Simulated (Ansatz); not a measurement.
GaAs:

```
Ga As
1.0
     0.00000    2.69589    2.69589
     2.69589    0.00000    2.69589
     2.69589    2.69589    0.00000
Ga As
1 1
Direct
  0.00000 0.00000 0.00000
  0.50000 0.50000 0.50000
```

The cell was built by a generator and needn't be a form met in nature.

* Program: Ansatz 0.2.0
* Task: relaxation of cell and atoms
* Functional: HSEsol
* Potentials or basis: Ansatz PAW
* Cutoff: 420 eV (not typed: the program's choice for these potentials)
* k mesh: 5 × 5 × 5
* Occupations: fermi-dirac, width 0.05 eV
* Spin: no spin polarisation

At the start: volume 19.59 Å³/atom.

Question: Where does the relaxation end?

Answer: It ends after 5 steps and the volume is 18.37 Å³/atom (-6.3 %); space group Fm-3m (No. 225, to 0.05 Å).

Step by step:
| step | energy change (eV) | largest force (eV/Å) | volume (Å³) |
| --- | --- | --- | --- |
| 1 | 0.0000 | 0.0000 | 39.19 |
| 2 | -0.0382 | 0.0000 | 35.95 |
| 3 | -0.0427 | 0.0000 | 36.83 |
| 4 | -0.0428 | 0.0000 | 36.74 |
| 5 | -0.0416 | 0.0000 | 36.74 |

Final structure:
```
Ga As
1.0
     0.00000    2.63851    2.63851
     2.63851    0.00000    2.63851
     2.63851    2.63851    0.00000
Ga As
1 1
Direct
  0.00000 0.00000 0.00000
  0.50000 0.50000 0.50000
```

Caveat: the k mesh is coarse (spacing up to 0.40 Å⁻¹), so the values aren't converged, least of all with exact exchange; the plane-wave basis is chosen anew once the cell has moved, so the energies of steps on either side of that aren't comparable; the PAW data sets come from PBE, with cores solved anew for the run's functional, which leaves a small shift of forces and pressure.
